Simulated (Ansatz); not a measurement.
**How Pt converges under other mixers and occupations**

Aim: run Pt with the default SCF settings, then change one group of settings at a time and see what moves: the number of iterations, the state or the numbers. System: Pt, the deposited crystal structure (space group Fm-3m); the cell holds 1 atom. Source: COD entry 1011111, which need not be the ambient phase.

Program: Ansatz 0.2.0. Level of theory: DFT PBE, PAW, plane waves, scalar-relativistic. These are calculated values, not measurements.

## (1) Starting point

The structure is cubic, space group Fm-3m (No. 225). Conventional cell: a = 4.028 Å, b = 4.028 Å, c = 4.028 Å, α = 90.00°, β = 90.00°, γ = 90.00°. Pt (site symmetry m-3m) is surrounded by 12 Pt at 2.85 Å.

Structure file:

```
Pt
1.0
     0.00000    2.01400    2.01400
     2.01400    0.00000    2.01400
     2.01400    2.01400    0.00000
Pt
1
Direct
  0.00000 0.00000 0.00000
```

In tables a label like Pt1 counts atoms in the order of input.yaml; a structure file may count by element.

Changes shown after the default run: 1 band beyond the filled ones; Anderson, β 0.02, history 4, no preconditioner; k-point mesh 6x6x6; Anderson, β 0.8, history 4, no preconditioner; linear mixing, β 0.5, no preconditioner; Broyden, β 0.5, history 16, no preconditioner; Anderson, β 0.5, history 2, no preconditioner; direct minimisation.

The search for lower states is off throughout, and inputs that name a mixer don't switch to direct minimisation unless they say so. Spin polarisation is off.

## (2) Default SCF settings

File input.yaml:

```yaml
crystal:
  lattice:
    - [0.0, 2.014, 2.014]
    - [2.014, 0.0, 2.014]
    - [2.014, 2.014, 0.0]
  atoms:
    - { symbol: Pt, position: [0.0, 0.0, 0.0] }
hamiltonian:
  xc: pbe
  pseudopotentials: { kind: paw }
basis:
  ecutwfc: 420
kpoints:
  mp_grid: { grid: [12, 12, 12] }
scf:
  occupations: { method: fermi_dirac, width: 0.05 }
  lower_state_search: "off"
output:
  forces: true
  stress: true
  write_density: true
  write_potential: true
  elf: true
  volumetric_format: npy
```

Command:

```bash
ansatz run input.yaml --threads 2 --pin off --max-ram 5120MiB --backend cpu --events-out ev --progress --plain --runs-dir out
```

The log of the run (excerpt; [...] marks lines left out):

```text
[...]
Pseudopotentials: kind: paw
Pseudopotential: Pt, paw, valence charge 18, recommended cutoff 420 eV (normal), Pt.paw.azcp
Functional definition: PBE
[...]
Crystal: 1 atoms, lattice volume = 16.338 Å³
Basis set: ecut = 420 eV, 331 PW (Γ), exchange–correlation on 40×40×40 points (8 copies of the dense FFT grid, shifted against one another)
Bands: 13, of which v1, the nominal top of the filled ones, is band 9 counted from 1 (8 counted from 0)
Symmetry: 48 space group operations
Space group: Fm-3m (ITA 225), of the structure as read, at distance tolerance 2.5e-5 Å
k-points: 72 of 1728
[...]
SCF iter   1: F=—  HF=-12523.003728 eV  |F-HF|=—  |Δ(HF+E_count)|=         —  Δρ=3.55e-3  dr2=3.27e-4  ethr=1.77e-3  ⟨swp⟩=5.0  Hψ=5090  notcnv=0
[...]
SCF iter   6: F=-12523.004353 eV  HF=-12523.004353 eV  |F-HF|=6.91e-10  |Δ(HF+E_count)|=   1.42e-9  Δρ=3.97e-6  dr2=1.51e-9  ethr=5.39e-11  ⟨swp⟩=4.1  Hψ=4565  notcnv=0
[...]
SCF converged after 6 iterations
Free energy (F): -12523.004353 eV
[...]
E sigma→0 (E₀):  -12522.996005 eV
Entropy (-TS):   -0.016696 eV (-16.696 meV/atom)
Fermi energy:    21.032334 eV
[...]
--- Forces (eV/Å), atoms counted from 1 ---
  atom   1  Pt    -0.00000000    -0.00000000    -0.00000000
[...]
--- Stress (GPa, compression-positive) ---
       -9.440618      -0.000000       0.000000
        0.000000      -9.440618      -0.000000
        0.000000       0.000000      -9.440618
  P = ⅓ Tr σ = -9.4406 GPa (-94.406 kbar)
--- Band table (eV; the first three rows and the last of 72) ---
  k-point 0: bands = ["-77.1939", "-31.2339", "-31.2339", "-31.2339", "11.6497", "17.6865", "17.6865", "17.6865", "19.5806", "19.5806", "35.8093", "40.3109", "40.3109"]
[...]
```

It took 0.88 s on 2 threads of Arm Neoverse V1, shared host; peak memory 0.26 GiB.

The reference: 6 iterations with the default settings (MSR1 mixing, preconditioner none); with no gap on the k-mesh.

Axes a, b and c in the maps are those of this run's conventional cell (a, b, c = 4.028, 4.028, 4.028 Å).

Density in a lattice plane of the grid's cell (edges 4.03 and 4.03 Å, at 0.000 of the third edge), which holds Pt.

Ten even steps from ' ' (0.12 e/Å³) to '@' (11.93 e/Å³):
```
@@%%##++::..                          ..::++##%%
##**++--::                              ::--++**
==----....                              ....----
......                                      ....
                                                
                    ..........                  
                ....----==----....              
                ::--++**##**++--::              
              ..::++##%%@@%%##++::..            
              ..--++%%@@@@@@%%++--..            
              ..::++##%%@@%%##++::..            
                ::--++**##**++--::              
                ....----==----....              
                    ..........                  
                                                
......                                      ....
==----....                              ....----
##**++--::                              ::--++**
@@%%##++::..                          ..::++##%%
@@@@%%++--..                          ..--++%%@@
```
Columns run along the first of these edges and rows up along the second, over one cell in 24 and 20 even steps from the bottom left corner. Atoms in the plane (fractional): Pt at (0.00, 0.00), Pt at (0.50, 0.50).

ELF in the same plane.

Ten even steps from ' ' (0.12) to '@' (0.68):
```
@@@@@@@@%%**--::....          ....::--**%%@@@@@@
@@@@@@%%**==--::....          ....::--==**%%@@@@
@@%%##**==--::::..................::::--==**##%%
##**++==--::::::::::::::::::::::::::::::--==++**
====--::::::::::::::--======--::::::::::::::--==
::::::::::::::::--==++**##**++==--::::::::::::::
..........::::--==**##%%@@%%##**==--::::........
      ....::--==**%%@@@@@@@@@@%%**==--::....    
      ....::--**%%@@@@@@@@@@@@@@%%**--::....    
        ..::==**%%@@@@@@@@@@@@@@%%**==::..      
      ....::--**%%@@@@@@@@@@@@@@%%**--::....    
      ....::--==**%%@@@@@@@@@@%%**==--::....    
..........::::--==**##%%@@%%##**==--::::........
::::::::::::::::--==++**##**++==--::::::::::::::
====--::::::::::::::--======--::::::::::::::--==
##**++==--::::::::::::::::::::::::::::::--==++**
@@%%##**==--::::..................::::--==**##%%
@@@@@@%%**==--::....          ....::--==**%%@@@@
@@@@@@@@%%**--::....          ....::--**%%@@@@@@
@@@@@@@@%%**==::..              ..::==**%%@@@@@@
```
Columns run along the first of these edges and rows up along the second, over one cell in 24 and 20 even steps from the bottom left corner. Atoms in the plane (fractional): Pt at (0.00, 0.00), Pt at (0.50, 0.50).

Both are smooth fields of the valence electrons: close to the nuclei they are not physical.

## (3) 1 band beyond the filled ones

input.yaml, as its differences from that of step 2:

```diff
@@ -17,2 +17,4 @@
   lower_state_search: "off"
+  n_extra_bands: 1
+  max_iter: 50
 output:
@@ -20,5 +22 @@
   stress: true
-  write_density: true
-  write_potential: true
-  elf: true
-  volumetric_format: npy
```

Command:

```bash
ansatz run input.yaml --threads 2 --pin off --max-ram 5120MiB --backend cpu --events-out ev --progress --plain --runs-dir out
```

The log of the run (excerpt; [...] marks lines left out):

```text
scf.n_extra_bands = 1 over 9 filled bands (N_el = 18.0): the run solves 10 bands
[... 10 lines as in an earlier run ...]
Bands: 10, of which v1, the nominal top of the filled ones, is band 9 counted from 1 (8 counted from 0)
[... 9 lines as in an earlier run ...]
SCF iter   1: F=—  HF=-12523.003340 eV  |F-HF|=—  |Δ(HF+E_count)|=         —  Δρ=3.55e-3  dr2=3.26e-4  ethr=1.77e-3  ⟨swp⟩=4.1  Hψ=3857  notcnv=0
[...]
SCF iter   6: F=-12523.004353 eV  HF=-12523.004353 eV  |F-HF|=1.96e-9  |Δ(HF+E_count)|=   3.81e-9  Δρ=5.37e-6  dr2=2.82e-9  ethr=1.41e-10  ⟨swp⟩=2.0  Hψ=2436  notcnv=0
[...]
SCF converged after 6 iterations
Free energy (F): -12523.004353 eV
[...]
E sigma→0 (E₀):  -12522.996005 eV
Entropy (-TS):   -0.016696 eV (-16.696 meV/atom)
Fermi energy:    21.032259 eV
[... 28 lines left out: energy terms, forces, stress, bands ...]
```

Wall time 0.78 s (2 threads of Arm Neoverse V1, shared host); peak memory 0.26 GiB.

6 iterations, as in the default run; the same free energy.

## (4) Anderson, β 0.02, history 4, no preconditioner

input.yaml, as its differences from that of step 3:

```diff
@@ -17,4 +17,5 @@
   lower_state_search: "off"
-  n_extra_bands: 1
+  algorithm: density_mixing
   max_iter: 50
+  mixing: { algorithm: anderson, ndim: 4, beta: 0.02, preconditioner: none }
 output:
```

Command:

```bash
ansatz run input.yaml --threads 2 --pin off --max-ram 5120MiB --backend cpu --events-out ev --progress --plain --runs-dir out
```

The log of the run (excerpt; [...] marks lines left out):

```text
[... 20 lines as in an earlier run ...]
SCF iter   1: F=—  HF=-12523.003728 eV  |F-HF|=—  |Δ(HF+E_count)|=         —  Δρ=3.55e-3  dr2=3.27e-4  ethr=1.77e-3  ⟨swp⟩=5.0  Hψ=5090  notcnv=0
[...]
SCF iter   6: F=-12523.004353 eV  HF=-12523.004353 eV  |F-HF|=1.55e-7  |Δ(HF+E_count)|=   2.53e-6  Δρ=4.95e-5  dr2=8.88e-8  ethr=5.56e-10  ⟨swp⟩=3.0  Hψ=3634  notcnv=0
[...]
SCF converged after 6 iterations
Stability not checked: this state was not tested for a lower state beside it, because the mixer in use, unlike msr1, does not test its closes by its own steps (another_mixer; see scf.mixing.algorithm and scf.lower_state_search)
Free energy (F): -12523.004353 eV
[...]
E sigma→0 (E₀):  -12522.996005 eV
Entropy (-TS):   -0.016697 eV (-16.697 meV/atom)
Fermi energy:    21.032146 eV
[... 23 lines left out: energy terms, forces, stress ...]
```

It took 0.64 s on 2 threads of Arm Neoverse V1, shared host; peak memory 0.26 GiB.

6 iterations, as in the default run; the same free energy.

## (5) K-point mesh 6x6x6

input.yaml, as its differences from that of step 4:

```diff
@@ -13,3 +13,3 @@
 kpoints:
-  mp_grid: { grid: [12, 12, 12] }
+  mp_grid: { grid: [6, 6, 6] }
 scf:
@@ -17,5 +17,3 @@
   lower_state_search: "off"
-  algorithm: density_mixing
   max_iter: 50
-  mixing: { algorithm: anderson, ndim: 4, beta: 0.02, preconditioner: none }
 output:
```

Command:

```bash
ansatz run input.yaml --threads 2 --pin off --max-ram 5120MiB --backend cpu --events-out ev --progress --plain --runs-dir out
```

The log of the run (excerpt; [...] marks lines left out):

```text
[... 13 lines as in an earlier run ...]
k-points: 16 of 216
[... 6 lines as in an earlier run ...]
SCF iter   1: F=—  HF=-12523.089331 eV  |F-HF|=—  |Δ(HF+E_count)|=         —  Δρ=4.86e-3  dr2=2.84e-3  ethr=1.77e-3  ⟨swp⟩=4.9  Hψ=1139  notcnv=0
[...]
SCF iter   6: F=-12523.089177 eV  HF=-12523.089177 eV  |F-HF|=1.09e-11  |Δ(HF+E_count)|=  2.29e-10  Δρ=4.85e-7  dr2=1.87e-11  ethr=1.85e-11  ⟨swp⟩=2.0  Hψ=630  notcnv=0
[...]
SCF converged after 6 iterations
Free energy (F): -12523.089177 eV
[...]
E sigma→0 (E₀):  -12523.082496 eV
Entropy (-TS):   -0.013363 eV (-13.363 meV/atom)
Fermi energy:    20.978483 eV
[...]
--- Forces (eV/Å), atoms counted from 1 ---
  atom   1  Pt    -0.00000000    -0.00000000     0.00000000
[...]
--- Stress (GPa, compression-positive) ---
      -11.831697      -0.000000       0.000000
       -0.000000     -11.831697       0.000000
       -0.000000       0.000000     -11.831697
  P = ⅓ Tr σ = -11.8317 GPa (-118.317 kbar)
```

Wall time 0.37 s (2 threads of Arm Neoverse V1, shared host); peak memory 0.25 GiB.

6 iterations, as in the default run; free energy shifted by -84.8 meV/atom, pressure -11.8 GPa against -9.4.

Such a setting isn't fit for results; the run shows only what it costs.

## (6) Anderson, β 0.8, history 4, no preconditioner

input.yaml, as its differences from that of step 5:

```diff
@@ -13,3 +13,3 @@
 kpoints:
-  mp_grid: { grid: [6, 6, 6] }
+  mp_grid: { grid: [12, 12, 12] }
 scf:
@@ -17,3 +17,5 @@
   lower_state_search: "off"
+  algorithm: density_mixing
   max_iter: 50
+  mixing: { algorithm: anderson, ndim: 4, beta: 0.8, preconditioner: none }
 output:
```

Command:

```bash
ansatz run input.yaml --threads 2 --pin off --max-ram 5120MiB --backend cpu --events-out ev --progress --plain --runs-dir out
```

The log of the run (excerpt; [...] marks lines left out):

```text
[... 20 lines as in an earlier run ...]
SCF iter   1: F=—  HF=-12523.003728 eV  |F-HF|=—  |Δ(HF+E_count)|=         —  Δρ=3.55e-3  dr2=3.27e-4  ethr=1.77e-3  ⟨swp⟩=5.0  Hψ=5090  notcnv=0
SCF iter   2: F=—  HF=-12523.004329 eV  |F-HF|=—  |Δ(HF+E_count)|=   6.01e-4  Δρ=6.80e-4  dr2=1.37e-5  ethr=1.81e-6  ⟨swp⟩=2.9  Hψ=2172  notcnv=0  κ⁻¹=1.0e0(r=1)
SCF iter   3: F=—  HF=-12523.004354 eV  |F-HF|=—  |Δ(HF+E_count)|=   2.51e-5  Δρ=1.67e-4  dr2=4.16e-6  ethr=7.60e-8  ⟨swp⟩=2.0  Hψ=1309  notcnv=0  κ⁻¹=3.9e-2(r=2)
SCF iter   4: F=-12523.004353 eV  HF=-12523.004353 eV  |F-HF|=1.92e-8  |Δ(HF+E_count)|=   1.05e-6  Δρ=3.46e-5  dr2=7.80e-8  ethr=5.56e-10  ⟨swp⟩=3.0  Hψ=3863  notcnv=0
SCF 1 converged in 4 iterations: F = -12523.004353 eV  dr2 = 7.80e-8
SCF converged after 4 iterations
[... 1 line as in an earlier run ...]
Free energy (F): -12523.004353 eV
Harris-Foulkes:  -12523.004353 eV  (|F-HF|=1.92e-8)
Internal energy: -12522.987657 eV  (E = F + TS)
E sigma→0 (E₀):  -12522.996005 eV
Entropy (-TS):   -0.016697 eV (-16.697 meV/atom)
Fermi energy:    21.032493 eV
[... 23 lines left out: energy terms, forces, stress ...]
```

Wall time 0.59 s (2 threads of Arm Neoverse V1, shared host); peak memory 0.25 GiB.

4 iterations against 6; the same free energy.

## (7) Linear mixing, β 0.5, no preconditioner

input.yaml, as its differences from that of step 6:

```diff
@@ -19,3 +19,3 @@
   max_iter: 50
-  mixing: { algorithm: anderson, ndim: 4, beta: 0.8, preconditioner: none }
+  mixing: { algorithm: anderson, ndim: 1, beta: 0.5, preconditioner: none }
 output:
```

Command:

```bash
ansatz run input.yaml --threads 2 --pin off --max-ram 5120MiB --backend cpu --events-out ev --progress --plain --runs-dir out
```

The log of the run (excerpt; [...] marks lines left out):

```text
[... 20 lines as in an earlier run ...]
SCF iter   1: F=—  HF=-12523.003728 eV  |F-HF|=—  |Δ(HF+E_count)|=         —  Δρ=3.55e-3  dr2=3.27e-4  ethr=1.77e-3  ⟨swp⟩=5.0  Hψ=5090  notcnv=0
[...]
SCF iter   7: F=-12523.004353 eV  HF=-12523.004353 eV  |F-HF|=1.89e-7  |Δ(HF+E_count)|=   5.18e-7  Δρ=5.45e-5  dr2=7.41e-8  ethr=5.56e-10  ⟨swp⟩=4.0  Hψ=2912  notcnv=0
[...]
SCF converged after 7 iterations
[... 1 line as in an earlier run ...]
Free energy (F): -12523.004353 eV
[...]
E sigma→0 (E₀):  -12522.996005 eV
Entropy (-TS):   -0.016696 eV (-16.696 meV/atom)
Fermi energy:    21.032286 eV
[... 23 lines left out: energy terms, forces, stress ...]
```

Run time: 0.63 s. Hardware: 2 threads of Arm Neoverse V1, shared host; peak memory 0.25 GiB.

Compared with step 2: the same free energy; 7 iterations in place of 6.

## (8) Broyden, β 0.5, history 16, no preconditioner

input.yaml, as its differences from that of step 7:

```diff
@@ -19,3 +19,3 @@
   max_iter: 50
-  mixing: { algorithm: anderson, ndim: 1, beta: 0.5, preconditioner: none }
+  mixing: { algorithm: broyden, ndim: 16, beta: 0.5, preconditioner: none }
 output:
```

Command:

```bash
ansatz run input.yaml --threads 2 --pin off --max-ram 5120MiB --backend cpu --events-out ev --progress --plain --runs-dir out
```

The log of the run (excerpt; [...] marks lines left out):

```text
[... 20 lines as in an earlier run ...]
SCF iter   1: F=—  HF=-12523.003727 eV  |F-HF|=—  |Δ(HF+E_count)|=         —  Δρ=3.55e-3  dr2=3.27e-4  ethr=1.77e-3  ⟨swp⟩=5.0  Hψ=5090  notcnv=0
[...]
SCF iter   5: F=-12523.004353 eV  HF=-12523.004353 eV  |F-HF|=7.14e-9  |Δ(HF+E_count)|=   3.78e-7  Δρ=1.59e-5  dr2=1.02e-8  ethr=5.56e-10  ⟨swp⟩=4.0  Hψ=2919  notcnv=0
[...]
SCF converged after 5 iterations
[... 1 line as in an earlier run ...]
Free energy (F): -12523.004353 eV
[...]
E sigma→0 (E₀):  -12522.996005 eV
Entropy (-TS):   -0.016697 eV (-16.697 meV/atom)
Fermi energy:    21.032348 eV
[... 23 lines left out: energy terms, forces, stress ...]
```

Run time: 0.57 s. Hardware: 2 threads of Arm Neoverse V1, shared host; peak memory 0.26 GiB.

Compared with step 2: the same free energy; 5 iterations in place of 6.

## (9) Anderson, β 0.5, history 2, no preconditioner

input.yaml, as its differences from that of step 8:

```diff
@@ -19,3 +19,3 @@
   max_iter: 50
-  mixing: { algorithm: broyden, ndim: 16, beta: 0.5, preconditioner: none }
+  mixing: { algorithm: anderson, ndim: 2, beta: 0.5, preconditioner: none }
 output:
```

Command:

```bash
ansatz run input.yaml --threads 2 --pin off --max-ram 5120MiB --backend cpu --events-out ev --progress --plain --runs-dir out
```

The log of the run (excerpt; [...] marks lines left out):

```text
[... 20 lines as in an earlier run ...]
SCF iter   1: F=—  HF=-12523.003728 eV  |F-HF|=—  |Δ(HF+E_count)|=         —  Δρ=3.55e-3  dr2=3.27e-4  ethr=1.77e-3  ⟨swp⟩=5.0  Hψ=5090  notcnv=0
[...]
SCF iter   5: F=-12523.004353 eV  HF=-12523.004353 eV  |F-HF|=1.54e-7  |Δ(HF+E_count)|=   2.64e-7  Δρ=4.22e-5  dr2=4.90e-8  ethr=5.56e-10  ⟨swp⟩=4.0  Hψ=2911  notcnv=0
[...]
SCF converged after 5 iterations
[... 1 line as in an earlier run ...]
Free energy (F): -12523.004353 eV
[...]
E sigma→0 (E₀):  -12522.996005 eV
Entropy (-TS):   -0.016696 eV (-16.696 meV/atom)
Fermi energy:    21.032250 eV
[... 23 lines left out: energy terms, forces, stress ...]
```

Run time: 0.62 s. Hardware: 2 threads of Arm Neoverse V1, shared host; peak memory 0.25 GiB.

It takes 5 iterations (default 6). Against the default run: the same free energy.

## (10) Direct minimisation

input.yaml, as its differences from that of step 9:

```diff
@@ -17,5 +17,4 @@
   lower_state_search: "off"
-  algorithm: density_mixing
-  max_iter: 50
-  mixing: { algorithm: anderson, ndim: 2, beta: 0.5, preconditioner: none }
+  algorithm: direct_min
+  max_iter: 150
 output:
```

Command:

```bash
ansatz run input.yaml --threads 2 --pin off --max-ram 5120MiB --backend cpu --events-out ev --progress --plain --runs-dir out
```

The log of the run (excerpt; [...] marks lines left out):

```text
[... 20 lines as in an earlier run ...]
SCF iter   1: F=—  HF=-12523.003762 eV  |F-HF|=—  |Δ(HF+E_count)|=         —  Δρ=3.56e-3  dr2=3.25e-4  ethr=1.77e-3  ⟨swp⟩=7.1  Hψ=3973  notcnv=0
[...]
SCF iter   3: F=-12523.004353 eV  HF=-12523.004353 eV  |F-HF|=2.36e-8  |Δ(HF+E_count)|=   1.07e-6  Δρ=1.66e-5  dr2=3.05e-8  ethr=4.53e-9  ⟨swp⟩=3.0  Hψ=1876  notcnv=0
[...]
SCF converged after 3 iterations
Stability not checked: this state was not tested for a lower state beside it, because a direct minimisation reached the state, and no test of it is asked (direct_minimisation; see scf.lower_state_search)
Free energy (F): -12523.004353 eV
[...]
E sigma→0 (E₀):  -12522.996005 eV
Entropy (-TS):   -0.016696 eV (-16.696 meV/atom)
Fermi energy:    21.032437 eV
[... 28 lines left out: energy terms, forces, stress, bands ...]
```

Wall time 1 s (2 threads of Arm Neoverse V1, shared host); peak memory 0.27 GiB.

3 iterations against 6; the same free energy.

## (11) The runs side by side

| step | settings | iterations | time | against the default run |
| --- | --- | --- | --- | --- |
| 2 | default SCF settings | 6 | 0.88 s | reference |
| 3 | 1 band beyond the filled ones | 6 | 0.78 s | the same free energy |
| 4 | Anderson, β 0.02, history 4, no preconditioner | 6 | 0.64 s | the same free energy |
| 5 | k-point mesh 6x6x6 | 6 | 0.37 s | free energy shifted by -84.8 meV/atom, pressure -11.8 GPa against -9.4 |
| 6 | Anderson, β 0.8, history 4, no preconditioner | 4 | 0.59 s | the same free energy |
| 7 | linear mixing, β 0.5, no preconditioner | 7 | 0.63 s | the same free energy |
| 8 | Broyden, β 0.5, history 16, no preconditioner | 5 | 0.57 s | the same free energy |
| 9 | Anderson, β 0.5, history 2, no preconditioner | 5 | 0.62 s | the same free energy |
| 10 | direct minimisation | 3 | 1 s | the same free energy |

Decimal logarithm of the largest residual (eV) by iteration, counted through all cycles of a run (8 of the 9 runs):

| iteration | step 2 | step 3 | step 4 | step 5 | step 6 | step 7 | step 8 | step 9 |
| --- | --- | --- | --- | --- | --- | --- | --- | --- |
| 1 | -3.5 | -3.5 | -3.5 | -2.5 | -3.5 | -3.5 | -3.5 | -3.5 |
| 2 | -4.0 | -4.0 | -3.5 | -3.3 | -4.9 | -4.1 | -4.1 | -4.1 |
| 3 | -5.1 | -5.7 | -3.6 | -5.3 | -5.4 | -4.7 | -5.7 | -5.7 |
| 4 | -6.5 | -6.7 | -5.8 | -7.0 | -7.1 | -5.3 | -6.8 | -6.7 |
| 5 | -8.0 | -7.6 | -6.0 | -8.5 | - | -5.9 | -8.0 | -7.3 |
| 6 | -8.8 | -8.5 | -7.1 | -10.7 | - | -6.5 | - | - |
| 7 | - | - | - | - | - | -7.1 | - | - |

## (12) Outcome

| quantity | value |
| --- | --- |
| default run | 6 iterations, with no gap on the k-mesh |
| fewest iterations to that state among the runs shown (an iteration of direct minimisation costs more) | 3 (direct minimisation) |
| most iterations to it | 7 (linear mixing, β 0.5, no preconditioner) |
| runs that end in another state, among changes of path alone | 0 |
| largest shift of the free energy by occupations, cutoff, mesh or field | -84.8 meV/atom (k-point mesh 6x6x6) |

**Reading.** 8 runs solve the same problem and reach the default's state, in 3 to 7 iterations: there the settings change the path, not the answer. Occupations, cutoff, mesh and fields change the problem that is solved, not just the path; the largest shift here is that of “k-point mesh 6x6x6”. Other settings tried on this cell gave no result: Broyden, β 1.2, history 8 (input refused). Counts include iterations that the program adds to test a close, so a difference of one or two ranks nothing. The starting density is a sum of atomic densities corrected by a trained network, so it is already close to self-consistency.
